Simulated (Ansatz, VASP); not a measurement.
**KMgF3 in VASP and in Ansatz**

Contents of INCAR:

```
ALGO = Fast
EDIFF = 1E-7
EDIFFG = -0.005
ENCUT = 600
GGA = PE
IBRION = 2
ISIF = 3
ISMEAR = 0
LASPH = T
LCHARG = F
LREAL = F
LWAVE = F
NELM = 100
NSW = 100
PREC = Accurate
SIGMA = 0.02
```

Contents of KPOINTS:

```
k-points
0
Gamma
  6 6 6
```

The input POSCAR:

```
KMgF3
1.0
    3.9859000000      0.0000000000      0.0000000000
    0.0000000000      3.9859000000      0.0000000000
    0.0000000000      0.0000000000      3.9859000000
K Mg F
1 1 3
Direct
    0.5000000000      0.5000000000      0.5000000000
    0.0000000000      0.0000000000      0.0000000000
    0.5000000000      0.0000000000      0.0000000000
    0.0000000000      0.5000000000      0.0000000000
    0.0000000000      0.0000000000      0.5000000000
```

Input for Ansatz:

```yaml
crystal:
  lattice:
    - [3.9859, 0.0, 0.0]
    - [0.0, 3.9859, 0.0]
    - [0.0, 0.0, 3.9859]
  atoms:
    - { symbol: K, position: [0.5, 0.5, 0.5] }
    - { symbol: Mg, position: [0.0, 0.0, 0.0] }
    - { symbol: F, position: [0.5, 0.0, 0.0] }
    - { symbol: F, position: [0.0, 0.5, 0.0] }
    - { symbol: F, position: [0.0, 0.0, 0.5] }
basis:
  ecutwfc: 420
kpoints:
  mp_grid: { grid: [6, 6, 6] }
hamiltonian:
  xc: pbe
scf:
  occupations: { method: gaussian, width: 0.02 }
output:
  forces: true
  stress: true
  eigenvalues: true
  write_density: true
  write_potential: true
  elf: true
  volumetric_format: npy
relax:
  adjacent_minimum: "off"
  f_tol: 0.005
  max_steps: 80
  cell: { stress_tol: 0.05 }
```

Alike in both runs: task relaxation of cell and atoms; functional PBE; k mesh 6 × 6 × 6; occupations gaussian, width 0.02 eV; no spin polarisation.

|  | VASP | Ansatz |
| --- | --- | --- |
| version | VASP 6.6.1 | Ansatz 0.2.0 |
| potentials or method | VASP PAW PBE potentials, release 64 (K_sv, Mg, F) | scalar-relativistic, plane waves, PAW |
| plane-wave cutoff (eV) | 600 | 420 |
| valence electrons in the cell | 32 | 40 |

```csv
,VASP,Ansatz,Ansatz less VASP
"gap on the k mesh at the Fermi level, each at its own relaxed structure (eV)",6.98,6.96,-0.018
relaxed volume (Å³/atom),13.24,13.33,+0.086
relaxed cell length with the largest relative difference (Å),4.045,4.054,+0.0087
energy change over the relaxation (meV/atom),-6,-8,-2.0
```

The two sets of potentials don't hold the same shells in valence.

A k mesh can miss the band edges. PBE usually gives volumes a little too large and moduli too small. Zero-point motion and thermal expansion aren't in these numbers.
